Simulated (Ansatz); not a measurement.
# GaN: the cost of one run

Method: DFT PBE, scalar-relativistic, plane waves, PAW, in Ansatz 0.2.0.

## Step 1: Starting point

The cell holds 14 atoms (Ga7N7): a = 5.476 Å, b = 5.747 Å, c = 5.589 Å, α = 90.20°, β = 95.41°, γ = 92.01°.

It is the last frame of an earlier stage of the same melt, run at 2880 K.

Structure file:

```
CELL_PARAMETERS angstrom
5.46883 -0.09876 -0.26118
-0.09876 5.74635 -0.01209
-0.26118 -0.01209 5.58293
ATOMIC_POSITIONS crystal
Ga 0.98661 0.74121 0.93033
Ga 0.60699 0.56843 0.71292
Ga 0.85796 0.95320 0.42714
Ga 0.12021 0.23940 0.13031
Ga 0.48935 0.76380 0.15638
Ga 0.54083 0.25129 0.95085
Ga 0.04889 0.49460 0.51591
N 0.78599 0.02206 0.98698
N 0.27263 0.46053 0.81614
N 0.17829 0.96177 0.60427
N 0.39239 0.96619 0.72607
N 0.73752 0.52591 0.11941
N 0.23626 0.91273 0.24363
N 0.79092 0.30533 0.46682
```

## Step 2: Dynamics at 1600 K

One k point, a Fermi-Dirac width of 0.138 eV and a fixed cell.

input.yaml

```yaml
crystal:
  lattice:
    - [5.468829, -0.098757, -0.261184]
    - [-0.098757, 5.746348, -0.012091]
    - [-0.261184, -0.012091, 5.582925]
  atoms:
    - { symbol: Ga, position: [0.9866061796, 0.7412086205, 0.9303267528] }
    - { symbol: Ga, position: [0.6069948088, 0.5684288893, 0.7129204946] }
    - { symbol: Ga, position: [0.8579581772, 0.9531969706, 0.4271442096] }
    - { symbol: Ga, position: [0.1202063856, 0.2393969248, 0.1303131448] }
    - { symbol: Ga, position: [0.4893543633, 0.7638023541, 0.156384659] }
    - { symbol: Ga, position: [0.540826586, 0.2512859226, 0.9508536708] }
    - { symbol: Ga, position: [0.0488873078, 0.4946014602, 0.5159057011] }
    - { symbol: "N", position: [0.7859899329, 0.0220560852, 0.9869836375] }
    - { symbol: "N", position: [0.2726307085, 0.4605251544, 0.8161383103] }
    - { symbol: "N", position: [0.1782857253, 0.961774981, 0.604271462] }
    - { symbol: "N", position: [0.3923895479, 0.9661894316, 0.7260656114] }
    - { symbol: "N", position: [0.7375157838, 0.5259058485, 0.1194119693] }
    - { symbol: "N", position: [0.2362619154, 0.9127326818, 0.2436339439] }
    - { symbol: "N", position: [0.7909195482, 0.3053250199, 0.4668185369] }
  symmetry: { detect: false }
basis:
  ecutwfc: 420
  xc_grid: 1
kpoints:
  mp_grid: { grid: [1, 1, 1], shift: [0.25, 0.25, 0.25] }
hamiltonian:
  xc: pbe
scf:
  occupations: { method: fermi_dirac, width: 0.1379 }
  lower_state_search: "off"
  convergence: { dr2_threshold: 1.0e-05 }
output:
  forces: true
  stress: true
md:
  timestep: 2.0
  n_steps: 200
  ensemble: nvt_langevin
  friction: 0.015
  temperature: 1600.0
  initial_velocities: maxwell_boltzmann
  seed: 24551
```

Run with:

```
> ansatz run input.yaml --threads 2 --pin off --max-ram 5120MiB --backend cpu --events-out ev --progress --plain --runs-dir out
```

What time and memory should one allow on 2 threads of Intel Xeon at 2.70GHz, shared host?

About 4.6 min, with a peak of 0.39 GiB.
